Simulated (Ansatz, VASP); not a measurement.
Co in VASP and in Ansatz

```
CELL_PARAMETERS angstrom
2.45932 0.00000 0.00000
-1.22966 2.12984 0.00000
0.00000 0.00000 3.97467
ATOMIC_POSITIONS crystal
Co 0.33333 0.66667 0.25000
Co 0.66667 0.33333 0.75000
```

Alike in both runs: task single point; functional LDA; k mesh 24 × 24 × 13; occupations fermi-dirac, width 0.05 eV; collinear spin.

```csv
,VASP,Ansatz
version,VASP 6.6.1,Ansatz 0.2.0
potentials or method,"VASP PAW LDA potentials, release 64 (Co)","plane waves (420 eV) with PAW, scalar-relativistic"
plane-wave cutoff (eV),520,420
valence electrons in the cell,18,34
```

VASP gave:

```
pressure (GPa)                                                : -10.6
largest component of the traceless stress (GPa)               : 0.46
net moment per atom (μB)                                      : 1.52
size of the moment on the site where the two differ most (μB) : 1.52
```

Q: What did Ansatz give for the same quantities?

A: Pressure (GPa): -9.7; largest component of the traceless stress (GPa): 0.32; net moment per atom (μB): 1.54; size of the moment on the site where the two differ most (μB): 1.59.

Site moments also hang on the region over which each program counts them. The two sets of potentials don't hold the same shells in valence. Ansatz warned: «pseudo_functional_mismatch».
